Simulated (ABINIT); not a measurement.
Here is an ABINIT 10.8.3 (patched build) calculation.

The input run.abi:

```
# Pseudopotentials
pp_dirpath "./"
pseudos "Pb.LDA_PW-JTH.xml"

# Structure
acell 3.5002068511 3.5002068511 3.5002068511 Angstrom
rprim
     0.0000000000     0.7071067812     0.7071067812
     0.7071067812     0.0000000000     0.7071067812
     0.7071067812     0.7071067812     0.0000000000
ntypat 1
znucl 82
natom 1
typat 1
xred
     0.0000000000     0.0000000000     0.0000000000

# Plane-wave basis
ecut 17.0
pawecutdg 34.0

# k points
kptopt 1
ngkpt 5 5 5
nshiftk 1
shiftk 0.0 0.0 0.0

# Exchange and correlation
ixc 7

# Bands and occupations
nband 11
occopt 3
tsmear 0.05 eV

# SCF cycle
nstep 100
tolvrs 1.0e-9

# Output
iomode 3
prtwf 0
prteig 0
prtebands 0
enunit 2
prtden 1
prtvha 1
prtvclmb 1
prtpot 1
```

Potentials or basis: JTH PAW LDA v2.0.

Command:

```sh
$ abinit run.abi > log 2>&1
```

Q: Predict the band gap on the k mesh.

A: None (metal or under the smearing width).

Caveat: the k mesh is coarse (spacing up to 0.44 Å⁻¹), so the values aren't converged. The run has no spin-orbit coupling, so splittings on Pb are missing.
